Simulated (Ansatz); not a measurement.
## Ti3Si (P6_3/mmc), clamped-ion strain scan

These are results of Ansatz, DFT PBEsol, scalar-relativistic, plane waves, PAW, not measurements. Settings: plane waves to 420 eV, k-mesh 12×12×10 (Γ-centred), Gaussian smearing 0.15 eV. No spin polarisation. Energies are free energies at this smearing, counted from the undisturbed cell; pressure is positive in compression.

The starting cell (relaxed at this level; it needn't be the usual structure):

```
Ti Si
1.0
     5.58381    0.00000    0.00000
    -2.79190    4.83572    0.00000
     0.00000    0.00000    4.47321
Ti Si
6 2
Cartesian
  1.4372 0.8298 3.3549
  4.1466 0.8298 3.3549
  2.7919 3.1762 3.3549
  1.3547 4.0060 1.1183
  -1.3547 4.0060 1.1183
  0.0000 1.6595 1.1183
  0.0000 3.2238 3.3549
  2.7919 1.6119 1.1183
```

The cell is strained by ε times the Voigt pattern (0, 0, 1, 0, 0, 0) (xx, yy, zz, yz, xz, xy; engineering shear) with fractional coordinates fixed. The cell is metallic on the mesh throughout.

| ε | ΔE (meV/atom) |
| --- | --- |
| -0.1000 | 150.6 |
| -0.0750 | 82.1 |
| -0.0500 | 35.0 |
| -0.0250 | 8.3 |
| 0.0000 | 0.0 |
| 0.0250 | 7.5 |
| 0.0500 | 28.3 |
| 0.0750 | 60.4 |
| 0.1000 | 101.5 |

Problem. Predict the stress summed along the pattern (GPa, tension positive) at each point.

Solution.
| ε | stress summed along the pattern (GPa, tension positive) |
| --- | --- |
| -0.1000 | -33.73 |
| -0.0750 | -24.48 |
| -0.0500 | -15.55 |
| -0.0250 | -7.25 |
| 0.0000 | -0.01 |
| 0.0250 | 6.18 |
| 0.0500 | 11.38 |
| 0.0750 | 15.67 |
| 0.1000 | 19.12 |

Cost: 9 runs of about 15 core-minutes in all, on Arm Neoverse N1 (shared hosts).